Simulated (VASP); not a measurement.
Wanted: the native input for a VASP 6.6.1 run.

```yaml
Task: single point
Functional: PBE
Potentials_or_basis: VASP PAW PBE potentials, release 64 (Os)
Cutoff: 520 eV
k_mesh: 11 × 11 × 6
Occupations: gaussian, width 0.027 eV
Spin: no spin polarisation
Further_INCAR_settings: ALGO = Normal; EDIFF = 1e-07
```

The structure of Os lies in POSCAR:

```
Os
1.0
    2.7341000000      0.0000000000      0.0000000000
   -1.3670500000      2.3678000565      0.0000000000
    0.0000000000      0.0000000000      4.3197000000
Os
2
Direct
    0.6666666667      0.3333333333      0.7500000000
    0.3333333333      0.6666666667      0.2500000000
```

The input as run:

INCAR

```
SYSTEM = Os
PREC = Accurate
ENCUT = 520
EDIFF = 1E-7
ISMEAR = 0
SIGMA = 0.027000000000000003
LREAL = .FALSE.
LASPH = .TRUE.
NELM = 60
ALGO = Normal
ISIF = 2
LWAVE = .FALSE.
LCHARG = .FALSE.
GGA = PE
```

KPOINTS

```
regular mesh
0
G
  11 11 6
  0 0 0
```

Potentials or basis: VASP PAW PBE potentials, release 64 (Os).

Launch:

```bash
$ cat potpaw_PBE.64/Os/POTCAR > POTCAR
$ mpirun -np 1 vasp_std > vasp.out
```

Results of the run:

```
Pressure               : 8.8 GPa
Band gap on the k mesh : none (metal or under the smearing width)
```

Run time: 18 s on 1 thread of Intel(R) Xeon(R) Platinum 8259CL CPU @ 2.50GHz (Skylake/Cascade Lake) (shared host), peak memory 0.14 GiB.
